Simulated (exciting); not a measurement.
# CdTe (F-43m) in exciting: a series of runs, part 2 of 2

exciting (release sodium). Earlier steps stand in the parts before.

## Step 3: Optical spectrum, WC+TS

run_exciting.py

```python
import subprocess
import xml.etree.ElementTree as ET
from ase.io import read
from ase.units import Bohr

atoms = read("CdTe.cif")
import spglib
from ase import Atoms
cell, positions, numbers = spglib.find_primitive((atoms.cell[:], atoms.get_scaled_positions(), atoms.numbers), symprec=1e-5)
atoms = Atoms(numbers, cell=cell, scaled_positions=positions, pbc=True)
rmt = {'Te': 2.3, 'Cd': 2.3}  # bohr
tasks = """
<groundstate do="fromscratch" ngridk="5 5 5" rgkmax="8" gmaxvr="14" lmaxapw="10" lmaxmat="10" lmaxvr="8" stype="Gaussian" swidth="0.00499791" nempty="28" ValenceRelativity="iora*" epsengy="1e-05" epspot="1e-05" maxscl="60" outputlevel="normal" vkloff="0.5 0.5 0.5">
  <libxc exchange="XC_GGA_X_WC" correlation="XC_GGA_C_PBE"/>
</groundstate>
<properties>
  <TSvdW/>
  <momentummatrix/>
  <dielmat intraband="false" wmax="0.5" wgrid="200" swidth="0.01" tevout="true">
    <epscomp>1 1</epscomp>
    <epscomp>2 2</epscomp>
    <epscomp>3 3</epscomp>
  </dielmat>
</properties>
"""

root = ET.Element("input")
ET.SubElement(root, "title").text = "CdTe"
structure = ET.SubElement(root, "structure", speciespath="./", tshift="false")
crystal = ET.SubElement(structure, "crystal", scale="1.0")
for vector in atoms.cell / Bohr:
    ET.SubElement(crystal, "basevect").text = " ".join(f"{x:.12f}" for x in vector)
symbols = atoms.get_chemical_symbols()
for element in dict.fromkeys(symbols):
    species = ET.SubElement(structure, "species", speciesfile=element + ".xml", rmt=str(rmt[element]))
    for symbol, position in zip(symbols, atoms.get_scaled_positions(wrap=False)):
        if symbol == element:
            ET.SubElement(species, "atom", coord=" ".join(f"{x:.12f}" for x in position))
root.extend(ET.fromstring("<tasks>" + tasks + "</tasks>"))
ET.indent(root)
ET.ElementTree(root).write("input.xml")
subprocess.run(["exciting_smp"], check=True)
```

CdTe.cif

```cif
data_CdTe
_cell_length_a 6.41000000
_cell_length_b 6.41000000
_cell_length_c 6.41000000
_cell_angle_alpha 90.00000000
_cell_angle_beta 90.00000000
_cell_angle_gamma 90.00000000
_space_group_name_H-M_alt 'F-43m'
_space_group_name_Hall 'F -4 2 3'
_space_group_IT_number 216
loop_
_space_group_symop_operation_xyz
'x,y,z'
'y,-x,-z'
'-x,-y,z'
'-y,x,-z'
'x,-y,-z'
'y,x,z'
'-x,y,-z'
'-y,-x,z'
'z,x,y'
'-z,y,-x'
'z,-x,-y'
'-z,-y,x'
'-z,x,-y'
'z,y,x'
'-z,-x,y'
'z,-y,-x'
'y,z,x'
'-x,-z,y'
'-y,z,-x'
'x,-z,-y'
'-y,-z,x'
'x,z,y'
'y,-z,-x'
'-x,z,-y'
'x,y+1/2,z+1/2'
'y,-x+1/2,-z+1/2'
'-x,-y+1/2,z+1/2'
'-y,x+1/2,-z+1/2'
'x,-y+1/2,-z+1/2'
'y,x+1/2,z+1/2'
'-x,y+1/2,-z+1/2'
'-y,-x+1/2,z+1/2'
'z,x+1/2,y+1/2'
'-z,y+1/2,-x+1/2'
'z,-x+1/2,-y+1/2'
'-z,-y+1/2,x+1/2'
'-z,x+1/2,-y+1/2'
'z,y+1/2,x+1/2'
'-z,-x+1/2,y+1/2'
'z,-y+1/2,-x+1/2'
'y,z+1/2,x+1/2'
'-x,-z+1/2,y+1/2'
'-y,z+1/2,-x+1/2'
'x,-z+1/2,-y+1/2'
'-y,-z+1/2,x+1/2'
'x,z+1/2,y+1/2'
'y,-z+1/2,-x+1/2'
'-x,z+1/2,-y+1/2'
'x+1/2,y,z+1/2'
'y+1/2,-x,-z+1/2'
'-x+1/2,-y,z+1/2'
'-y+1/2,x,-z+1/2'
'x+1/2,-y,-z+1/2'
'y+1/2,x,z+1/2'
'-x+1/2,y,-z+1/2'
'-y+1/2,-x,z+1/2'
'z+1/2,x,y+1/2'
'-z+1/2,y,-x+1/2'
'z+1/2,-x,-y+1/2'
'-z+1/2,-y,x+1/2'
'-z+1/2,x,-y+1/2'
'z+1/2,y,x+1/2'
'-z+1/2,-x,y+1/2'
'z+1/2,-y,-x+1/2'
'y+1/2,z,x+1/2'
'-x+1/2,-z,y+1/2'
'-y+1/2,z,-x+1/2'
'x+1/2,-z,-y+1/2'
'-y+1/2,-z,x+1/2'
'x+1/2,z,y+1/2'
'y+1/2,-z,-x+1/2'
'-x+1/2,z,-y+1/2'
'x+1/2,y+1/2,z'
'y+1/2,-x+1/2,-z'
'-x+1/2,-y+1/2,z'
'-y+1/2,x+1/2,-z'
'x+1/2,-y+1/2,-z'
'y+1/2,x+1/2,z'
'-x+1/2,y+1/2,-z'
'-y+1/2,-x+1/2,z'
'z+1/2,x+1/2,y'
'-z+1/2,y+1/2,-x'
'z+1/2,-x+1/2,-y'
'-z+1/2,-y+1/2,x'
'-z+1/2,x+1/2,-y'
'z+1/2,y+1/2,x'
'-z+1/2,-x+1/2,y'
'z+1/2,-y+1/2,-x'
'y+1/2,z+1/2,x'
'-x+1/2,-z+1/2,y'
'-y+1/2,z+1/2,-x'
'x+1/2,-z+1/2,-y'
'-y+1/2,-z+1/2,x'
'x+1/2,z+1/2,y'
'y+1/2,-z+1/2,-x'
'-x+1/2,z+1/2,-y'
loop_
_atom_site_label
_atom_site_type_symbol
_atom_site_symmetry_multiplicity
_atom_site_Wyckoff_symbol
_atom_site_fract_x
_atom_site_fract_y
_atom_site_fract_z
_atom_site_occupancy
Te1 Te 4 c 0.2500000000 0.2500000000 0.2500000000 1
Cd1 Cd 4 a 0.0000000000 0.0000000000 0.0000000000 1
```

Potentials or basis: all-electron LAPW+lo, shipped species files, valence relativity iora*.

The run is started by

```sh
$ OMP_NUM_THREADS=1 python run_exciting.py
```

What it wrote:

```text
================================================================================
EXCITING SODIUM started
[... 10 lines left out ...]

 Lattice vectors (cartesian) :
      0.0000000000      6.0565722333      6.0565722333
      6.0565722333      0.0000000000      6.0565722333
      6.0565722333      6.0565722333      0.0000000000

 Reciprocal lattice vectors (cartesian) :
     -0.5187080303      0.5187080303      0.5187080303
      0.5187080303     -0.5187080303      0.5187080303
      0.5187080303      0.5187080303     -0.5187080303

 Unit cell volume                           :     444.3351795368
 Brillouin zone volume                      :       0.5582502239

 Species :    1 (Te)
     parameters loaded from                 :    Te.xml
     name                                   :    tellurium
     nuclear charge                         :     -52.00000000
     electronic charge                      :      52.00000000
     atomic mass                            :  232600.57070000
     muffin-tin radius                      :       2.30000000
     # of radial points in muffin-tin       :     400

     atomic positions (lattice) :
       1 :   0.25000000  0.25000000  0.25000000

 Species :    2 (Cd)
     parameters loaded from                 :    Cd.xml
[... 42 lines left out ...]
 Total number of valence states             :      46

 Maximum Hamiltonian size                   :     358
 Maximum number of plane-waves              :     332
 Total number of local-orbitals             :      26

 Exchange-correlation type                  :     100
     libxc; exchange: Wu & Cohen; correlation: Perdew, Burke & Ernzerhof (see libxc for references)

 Smearing scheme                            :    Gaussian
 Smearing width                             :       0.00499791

 Using multisecant Broyden potential mixing
[... 16 lines left out ...]
+ SCF iteration number :    1                                                  +
++++++++++++++++++++++++++++++++++++++++++++++++++++++++++++++++++++++++++++++++
 Total energy                               :    -12388.26760200
 _______________________________________________________________
 Fermi energy                               :         0.16287669
 Kinetic energy                             :     13056.02832570
 Coulomb energy                             :    -25114.90116186
 Exchange energy                            :      -324.01299485
 Correlation energy                         :        -5.38177099
[... 462 lines left out ...]
 RMS change in effective potential (target) :  0.540907E-10  ( 0.100000E-04)
 Absolute change in total energy   (target) :  0.514330E-06  ( 0.100000E-04)
 Charge distance                   (target) :  0.156032E-09  ( 0.100000E-04)

++++++++++++++++++++++++++++++++++++++++++++++++++++++++++++++++++++++++++++++++
| Convergency criteria checked for the last 2 iterations                       +
| Convergence targets achieved. Performing final SCF iteration                 +
++++++++++++++++++++++++++++++++++++++++++++++++++++++++++++++++++++++++++++++++
 Total energy                               :    -12391.48687670
 _______________________________________________________________
 Fermi energy                               :         0.15645410
 Kinetic energy                             :     13053.23428633
 Coulomb energy                             :    -25115.25962315
 Exchange energy                            :      -324.07800953
 Correlation energy                         :        -5.38353034
[... 14 lines left out ...]
 Estimated fundamental gap                  :         0.05692622
        valence-band maximum at    1      0.1000  0.1000  0.1000
     conduction-band minimum at    1      0.1000  0.1000  0.1000

++++++++++++++++++++++++++++++++++++++++++++++++++++++++++++++++++++++++++++++++
[... 9 lines left out ...]
| EXCITING SODIUM stopped                                                      =
================================================================================
```

stdout:

```text
Info(writepmat):
  Momentum matrix elements written to file PMAT.OUT

Info(dielmat):
  Optical conductivity tensor written to SIGMA_11.OUT
  Dielectric tensor written to EPSILON_11.OUT
  Electron energy loss spectrum written to LOSS_11.OUT
  Output energy is in eV

  Optical conductivity tensor written to SIGMA_22.OUT
  Dielectric tensor written to EPSILON_22.OUT
  Electron energy loss spectrum written to LOSS_22.OUT
  Output energy is in eV

  Optical conductivity tensor written to SIGMA_33.OUT
  Dielectric tensor written to EPSILON_33.OUT
  Electron energy loss spectrum written to LOSS_33.OUT
  Output energy is in eV
```

It took 2.5 min on 1 thread of Arm Neoverse V1, shared host; peak memory 0.39 GiB.

What came out:

```
All electrons inside the program's atomic spheres : Te 49.07; Cd 46.00 (radii Te 2.3, Cd 2.3 bohr)
Dispersion energy per atom                        : -0.290 eV
```

Levels at points of the mesh, in eV from the Fermi level:
| k point | band 13 | band 14 | band 15 | band 16 | band 17 | band 18 | band 19 | band 20 | band 21 | band 22 |
| --- | --- | --- | --- | --- | --- | --- | --- | --- | --- | --- |
| (0.50, 0.50, 0.50) | -8.76 | -8.40 | -5.34 | -1.51 | -1.51 | 1.07 | 4.47 | 4.47 | 6.25 | 7.93 |

Dielectric function (mean over the directions given):
```csv
energy (eV),real part,imaginary part
0.27,9.40,0.14
0.61,9.68,0.38
0.95,10.27,0.83
1.29,11.09,2.21
1.63,9.20,3.82
1.97,9.77,2.51
2.31,11.72,4.28
2.65,10.03,7.84
2.99,7.77,7.23
3.33,7.13,7.12
3.67,8.27,7.52
4.01,7.33,9.91
4.35,5.30,11.82
4.69,1.74,11.80
5.03,-0.73,10.00
5.37,-1.14,7.26
5.71,-0.28,7.89
6.05,-2.18,7.13
6.39,-2.58,5.82
6.73,-2.85,4.49
7.08,-2.37,3.98
7.42,-2.38,3.22
7.76,-2.22,2.60
8.10,-1.71,2.16
8.44,-1.60,1.83
8.78,-1.18,1.65
9.12,-1.12,1.51
9.46,-0.91,1.35
9.80,-0.80,1.20
10.14,-0.58,1.07
10.48,-0.45,1.03
10.82,-0.31,0.99
11.16,-0.32,1.06
11.50,-0.33,0.87
11.84,-0.18,0.73
12.18,-0.03,0.73
12.52,0.05,0.71
12.86,0.09,0.77
13.20,0.11,0.75
13.54,0.12,0.74
```

Caveat: the dispersion energy is computed afterwards and isn't part of the total energy; spectra need much finer meshes, so this one isn't converged; independent-particle spectra lack excitons. The run has no spin-orbit coupling, so splittings on Te are missing.

## Step 4: Optical spectrum, LDA+D2

run_exciting.py, as its differences from that of step 3:

```diff
@@ -12,9 +12,7 @@
 tasks = """
-<groundstate do="fromscratch" ngridk="5 5 5" rgkmax="8" gmaxvr="14" lmaxapw="10" lmaxmat="10" lmaxvr="8" stype="Gaussian" swidth="0.00499791" nempty="28" ValenceRelativity="iora*" epsengy="1e-05" epspot="1e-05" maxscl="60" outputlevel="normal" vkloff="0.5 0.5 0.5">
-  <libxc exchange="XC_GGA_X_WC" correlation="XC_GGA_C_PBE"/>
-</groundstate>
+<groundstate do="fromscratch" ngridk="5 5 5" rgkmax="8" gmaxvr="14" lmaxapw="10" lmaxmat="10" lmaxvr="8" xctype="LDA_PW" stype="Methfessel-Paxton 1" swidth="0.00183747" nempty="28" ValenceRelativity="iora*" epsengy="1e-05" epspot="1e-05" maxscl="60" outputlevel="high" vkloff="0.5 0.5 0.5"/>
 <properties>
-  <TSvdW/>
+  <DFTD2/>
   <momentummatrix/>
-  <dielmat intraband="false" wmax="0.5" wgrid="200" swidth="0.01" tevout="true">
+  <dielmat intraband="false" wmax="1" wgrid="200" swidth="0.02" tevout="true">
     <epscomp>1 1</epscomp>
```

CdTe.cif is that of step 3.

Potentials or basis: all-electron LAPW+lo, shipped species files, valence relativity iora*.

The run is started by

```sh
$ OMP_NUM_THREADS=1 python run_exciting.py
```

What it wrote:

```text
================================================================================
EXCITING SODIUM started
[... 10 lines left out ...]

 Lattice vectors (cartesian) :
      0.0000000000      6.0565722333      6.0565722333
      6.0565722333      0.0000000000      6.0565722333
      6.0565722333      6.0565722333      0.0000000000

 Reciprocal lattice vectors (cartesian) :
     -0.5187080303      0.5187080303      0.5187080303
      0.5187080303     -0.5187080303      0.5187080303
      0.5187080303      0.5187080303     -0.5187080303

[... 699 lines left out ...]
 Charge distance                   (target) :  0.904280E-10  ( 0.100000E-04)

++++++++++++++++++++++++++++++++++++++++++++++++++++++++++++++++++++++++++++++++
| Convergency criteria checked for the last 2 iterations                       +
| Convergence targets achieved. Performing final SCF iteration                 +
++++++++++++++++++++++++++++++++++++++++++++++++++++++++++++++++++++++++++++++++
 Total energy                               :    -12382.32005150
 _______________________________________________________________
 Fermi energy                               :         0.14984918
 Kinetic energy                             :     13040.21760097
 Coulomb energy                             :    -25102.36912611
 Exchange energy                            :      -310.59176080
 Correlation energy                         :        -9.57676556
 Sum of eigenvalues                         :     -7487.77325285
 Effective potential energy                 :    -20527.99085382
 Coulomb potential energy                   :    -20103.40159323
 xc potential energy                        :      -424.58926059
 Hartree energy                             :      4026.88634634
 Electron-nuclear energy                    :    -28157.17428591
 Nuclear-nuclear energy                     :      -972.08118655
 Madelung energy                            :    -15050.66832950
 Core-electron kinetic energy               :         0.00000000
[... 14 lines left out ...]
 Estimated fundamental gap                  :         0.05400847
        valence-band maximum at   35      0.9000  0.9000  0.9000
     conduction-band minimum at    1      0.1000  0.1000  0.1000

++++++++++++++++++++++++++++++++++++++++++++++++++++++++++++++++++++++++++++++++
[... 9 lines left out ...]
| EXCITING SODIUM stopped                                                      =
================================================================================
```

input.xml:

```text
<input>
  <title>CdTe</title>
  <structure speciespath="./" tshift="false">
    <crystal scale="1.0">
      <basevect>0.000000000000 6.056572233307 6.056572233307</basevect>
      <basevect>6.056572233307 0.000000000000 6.056572233307</basevect>
      <basevect>6.056572233307 6.056572233307 0.000000000000</basevect>
    </crystal>
    <species speciesfile="Te.xml" rmt="2.3">
      <atom coord="0.250000000000 0.250000000000 0.250000000000" />
    </species>
    <species speciesfile="Cd.xml" rmt="2.3">
      <atom coord="0.000000000000 0.000000000000 -0.000000000000" />
    </species>
  </structure>
  <groundstate do="fromscratch" ngridk="5 5 5" rgkmax="8" gmaxvr="14" lmaxapw="10" lmaxmat="10" lmaxvr="8" xctype="LDA_PW" stype="Methfessel-Paxton 1" swidth="0.00183747" nempty="28" ValenceRelativity="iora*" epsengy="1e-05" epspot="1e-05" maxscl="60" outputlevel="high" vkloff="0.5 0.5 0.5" />
  <properties>
    <DFTD2 />
    <momentummatrix />
    <dielmat intraband="false" wmax="1" wgrid="200" swidth="0.02" tevout="true">
      <epscomp>1 1</epscomp>
      <epscomp>2 2</epscomp>
      <epscomp>3 3</epscomp>
    </dielmat>
  </properties>
</input>
```

Run time: 1.9 min. Hardware: 1 thread of Arm Neoverse V1, shared host; peak memory 0.39 GiB.

What came out:

| Property | Result |
| --- | --- |
| All electrons inside the program's atomic spheres | Te 49.08; Cd 46.00 (radii Te 2.3, Cd 2.3 bohr) |
| Dispersion energy per atom | -0.278 eV |

Levels at points of the mesh, in eV from the Fermi level:
| k point | band 14 | band 15 | band 16 | band 17 | band 18 | band 19 | band 20 | band 21 |
| --- | --- | --- | --- | --- | --- | --- | --- | --- |
| (0.50, 0.50, 0.50) | -8.38 | -5.32 | -1.47 | -1.47 | 1.04 | 4.50 | 4.50 | 6.24 |

Dielectric function (mean over the directions given):
| energy (eV) | real part | imaginary part |
| --- | --- | --- |
| 0.27 | 9.50 | 0.30 |
| 0.68 | 9.75 | 0.87 |
| 1.22 | 10.02 | 2.32 |
| 1.77 | 9.43 | 3.27 |
| 2.18 | 9.84 | 4.34 |
| 2.72 | 8.46 | 6.52 |
| 3.27 | 7.16 | 6.93 |
| 3.67 | 6.81 | 7.75 |
| 4.22 | 4.96 | 9.51 |
| 4.76 | 1.66 | 9.57 |
| 5.17 | 0.07 | 8.15 |
| 5.71 | -0.53 | 7.04 |
| 6.26 | -1.66 | 5.88 |
| 6.80 | -1.97 | 4.43 |
| 7.21 | -1.92 | 3.65 |
| 7.76 | -1.73 | 2.75 |
| 8.30 | -1.38 | 2.14 |
| 8.71 | -1.12 | 1.82 |
| 9.25 | -0.87 | 1.54 |
| 9.80 | -0.65 | 1.31 |
| 10.20 | -0.49 | 1.18 |
| 10.75 | -0.32 | 1.07 |
| 11.29 | -0.24 | 0.99 |
| 11.70 | -0.16 | 0.87 |
| 12.25 | 0.00 | 0.79 |
| 12.79 | 0.10 | 0.78 |
| 13.33 | 0.13 | 0.76 |
| 13.74 | 0.14 | 0.73 |
| 14.29 | 0.14 | 0.63 |
| 14.83 | 0.24 | 0.53 |
| 15.24 | 0.31 | 0.51 |
| 15.78 | 0.37 | 0.50 |
| 16.33 | 0.39 | 0.47 |
| 16.73 | 0.42 | 0.44 |
| 17.28 | 0.48 | 0.42 |
| 17.82 | 0.52 | 0.41 |
| 18.23 | 0.55 | 0.41 |
| 18.78 | 0.57 | 0.41 |
| 19.32 | 0.58 | 0.42 |
| 19.86 | 0.57 | 0.40 |

Caveat: the dispersion energy is computed afterwards and isn't part of the total energy; spectra need much finer meshes, so this one isn't converged; independent-particle spectra lack excitons.
